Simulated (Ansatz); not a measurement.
HCl on a (110) slab of TiO2 (P4_2/mnm (No. 136)), 6 planes, outer planes O (top) and O (bottom), its top face closed with OH (H on the anions), its bottom face bare, 1 a cell of 38.5 Å², relaxed and still whole (its atoms last):

```yaml
crystal:
  lattice:
    - [5.90853, 0.00000, 0.00000]
    - [0.00000, 6.51694, 0.00000]
    - [0.00000, 0.00000, 25.28831]
  atoms:
    - { symbol: O, position: [0.00000, 0.00000, 0.31635] }
    - { symbol: O, position: [0.50000, 0.00000, 0.31635] }
    - { symbol: Ti, position: [0.00000, 0.50000, 0.36676] }
    - { symbol: Ti, position: [0.50000, 0.50000, 0.36676] }
    - { symbol: Ti, position: [0.25000, 0.00000, 0.36676] }
    - { symbol: Ti, position: [0.75000, 0.00000, 0.36676] }
    - { symbol: O, position: [0.25000, 0.30438, 0.36676] }
    - { symbol: O, position: [0.75000, 0.30438, 0.36676] }
    - { symbol: O, position: [0.25000, 0.69562, 0.36676] }
    - { symbol: O, position: [0.75000, 0.69562, 0.36676] }
    - { symbol: O, position: [0.00000, 0.00000, 0.41718] }
    - { symbol: O, position: [0.50000, 0.00000, 0.41718] }
    - { symbol: O, position: [0.00000, 0.50000, 0.44520] }
    - { symbol: O, position: [0.50000, 0.50000, 0.44520] }
    - { symbol: Ti, position: [0.00395, 0.99909, 0.49082] }
    - { symbol: Ti, position: [0.50401, 0.99819, 0.49060] }
    - { symbol: Ti, position: [0.25099, 0.49849, 0.50071] }
    - { symbol: Ti, position: [0.75051, 0.49825, 0.50107] }
    - { symbol: O, position: [0.24978, 0.80907, 0.49465] }
    - { symbol: O, position: [0.74917, 0.80885, 0.49429] }
    - { symbol: O, position: [0.25083, 0.19303, 0.50233] }
    - { symbol: O, position: [0.75078, 0.19289, 0.50239] }
    - { symbol: O, position: [0.00042, 0.52035, 0.54607] }
    - { symbol: O, position: [0.50030, 0.52199, 0.54580] }
    - { symbol: O, position: [0.00078, 0.92098, 0.57952] }
    - { symbol: O, position: [0.50588, 0.92388, 0.58054] }
    - { symbol: H, position: [0.84961, 0.95639, 0.59268] }
    - { symbol: H, position: [0.36021, 0.96827, 0.59513] }
    - { symbol: H, position: [0.99719, 0.76838, 0.57499] }
    - { symbol: H, position: [0.49356, 0.77172, 0.57633] }
    - { symbol: Cl, position: [0.21319, 0.33054, 0.65368] }
    - { symbol: H, position: [0.33207, 0.28056, 0.69452] }
```

All numbers below come from DFT PBE+D3(BJ), scalar-relativistic, plane waves, PAW (Ansatz). Settings: cutoff 420 eV, Γ-centred mesh 3×3×1 on the computed 32-atom cell, Gaussian smearing of 0.05 eV; no spin polarisation. A dipole correction removes the field between periodic images along c.

It binds with 0.18 eV a molecule against the clean slab and the free molecule (no zero-point or thermal terms); its shortest contact is Cl–H 2.92 Å. Take first-order desorption with no barrier to adsorption, no reaction on the face and an assumed prefactor of 10^13 s⁻¹.

(1) How long does a molecule stay at 400 K?

(2) Where does its peak lie in a desorption experiment heated at 5 K/s?

(3) Is this physisorption or chemisorption?

Results:

(1) τ = ν⁻¹·exp(E/k_BT) with k_BT = 0.0345 eV: E/k_BT = 5.2, so τ ≈ 2×10^-11 s. At about one hit a site a second (10⁻⁶ mbar) the coverage is near τ × 1 s⁻¹, so a layer needs more than atmospheric pressure.

(2) The peak obeys E/(k_B·T_p²) = (ν/β)·exp(−E/k_BT_p). Solving gives T_p ≈ 71 K (E/k_BT_p = 29.2). An error of 0.1 eV in E moves it by about 40 K, and larger molecules have larger prefactors, which lowers it.

(3) The tightest contact, Cl–Ti 4.03 Å, is 1.54 times the sum of covalent radii, and deformation and lateral interaction add up to 0.00 eV; about 0.01 e cross the plane between them. This is physisorption.